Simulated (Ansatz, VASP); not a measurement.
## Two plane-wave programs on Sn

```
Sn
1.0
     0.00000    3.23788    3.23788
     3.23788    0.00000    3.23788
     3.23788    3.23788    0.00000
Sn
2
Direct
  0.50000 0.50000 0.50000
  0.75000 0.75000 0.75000
```

Alike in both runs: functional LDA; k mesh 12 × 12 × 12; occupations fermi-dirac, width 0.15 eV; no spin polarisation.

Ansatz relaxed the structure, and its values are those at the end. VASP's run is a single point on that final structure, the one shown.

|  | VASP | Ansatz |
| --- | --- | --- |
| version | VASP 6.6.1 | Ansatz 0.2.0 |
| potentials or method | VASP PAW LDA potentials, release 64 (Sn_d) | scalar-relativistic, plane waves, PAW |
| plane-wave cutoff (eV) | 520 | 420 |
| valence electrons in the cell | 28 | 28 |

```csv
,VASP,Ansatz,Ansatz less VASP
gap on the k mesh at the Fermi level (eV),none,none,-
pressure (GPa),0.0,0.0,-0.02
```

A gap of «none» marks a metal or a gap that the smearing closes. Ansatz warned: «pseudo_functional_mismatch».
